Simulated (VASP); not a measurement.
Runs of VASP 6.6.1 on RbBr. The structure is cubic, space group Fm-3m (No. 225). The conventional cell has a = 6.854 Å, b = 6.854 Å, c = 6.854 Å, α = 90.00°, β = 90.00°, γ = 90.00°. Around Rb (site symmetry m-3m) lie 6 Br at 3.43 Å. Br (site symmetry m-3m) is surrounded by 6 Rb at 3.43 Å. 

```csv
task,level,potentials or basis,spin,cell,k mesh,cutoff (eV),smearing,gap on the mesh (eV),pressure (GPa)
band structure,LDA,"VASP PAW LDA potentials, release 64 (Rb_sv, Br)",off,as given,7 × 7 × 7,520,fermi-dirac 0.05 eV,(a),-1.2
band structure,PBE,"VASP PAW PBE potentials, release 64 (Rb_sv, Br)",off,as given,7 × 7 × 7,520,fermi-dirac 0.05 eV,4.36,-
relaxation of cell and atoms,PBE,"VASP PAW PBE potentials, release 64 (Rb_sv, Br)",off,relaxed,7 × 7 × 7,600,fermi-dirac 0.05 eV,4.18,0.0
band structure,LDA,"VASP PAW LDA potentials, release 64 (Rb_sv, Br)","SOC, no magnetisation",as given,5 × 5 × 5,520,fermi-dirac 0.05 eV,-,-1.2
band structure,PBEsol,"VASP PAW PBE potentials, release 64 (Rb_sv, Br)",off,as given,7 × 7 × 7,520,fermi-dirac 0.05 eV,4.21,0.0
relaxation of cell and atoms,PBEsol,"VASP PAW PBE potentials, release 64 (Rb_sv, Br)",off,relaxed,7 × 7 × 7,600,fermi-dirac 0.05 eV,4.21,0.0
single point,PBE,"VASP PAW PBE potentials, release 64 (Rb_sv, Br)",off,as given,7 × 7 × 7,520,gaussian 0.011 eV,4.36,1.0
```

Estimate the missing entries.

(a) 3.96.

Caveats: an odd mesh through Γ misses points on the zone boundary, where band edges often lie (some runs); the PAW data sets were made with another functional, which shifts forces and pressure a little (some runs); the relaxation stopped at its first step, so nothing moved (some runs).

A k mesh can miss the band edges, and rows without SOC leave out spin-orbit coupling on Br, Rb.
